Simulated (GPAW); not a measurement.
Runs of GPAW 26.7.0 on MnS. Symmetry: Fm-3m, No. 225, cubic system. The conventional cell has a = 5.209 Å, b = 5.209 Å, c = 5.209 Å, α = 90.00°, β = 90.00°, γ = 90.00°. Mn (site symmetry m-3m) is surrounded by 6 S at 2.60 Å. S (site symmetry m-3m) has 6 Mn at 2.60 Å as nearest neighbours. 

```tsv
task	level	potentials or basis	cell	optimizer	fmax	max steps	convergence	eigensolver	gap on the mesh (eV)	pressure (GPa)	moment (μB)	relaxed volume (Å³/atom)
relaxation of cell and atoms	revPBE	the program's PAW data sets (release 1.2.1) made for this functional, pw	relaxed	BFGS	0.01 eV/Å	40	density=1e-05 forces=0.0001	-	none	0.0	4.72	17.57
band structure	BLYP	PAW data sets generated in the run's folder for this functional, pw	as given	-	-	-	-	davidson	-	1.2	4.62	-
relaxation of cell and atoms	RPBE	the program's PAW data sets (release 1.2.1) made for this functional, pw	relaxed to 5 GPa	BFGS	0.05 eV/Å	100	density=1e-05 forces=0.0001	-	none	4.9	4.55	-
band structure	revPBE	the program's PAW data sets (release 1.2.1) made for this functional, pw	as given	-	-	-	-	-	-	(b)	4.73	-
relaxation of cell and atoms	BLYP	PAW data sets generated in the run's folder for this functional, pw	relaxed	BFGS	0.02 eV/Å	40	density=1e-05 forces=0.0001	davidson	none	0.0	(a)	18.08
band structure	RPBE	the program's PAW data sets (release 1.2.1) made for this functional, pw	as given	-	-	-	-	-	-	0.6	4.75	-
```

Alike in all rows: spin collinear, ferromagnetic start; k mesh 9 × 9 × 9; cutoff (eV) 600; smearing fermi-dirac 0.05 eV.

Question: Fill in the values left out.

Answer: (a) 4.68; (b) -0.3.

Caveats: a cell with one magnetic atom can't hold antiferromagnetic order, which such compounds often take; semilocal functionals often make such compounds metallic where correlation or magnetic order opens a gap, which also shifts bond lengths; each step starts from the last one's moments, so a moment once lost doesn't come back (some runs); later steps reuse the first step's grids (some runs).

A gap of «none» marks a metal or a gap under the smearing width.

Runs at the PBE level aren't shown here.
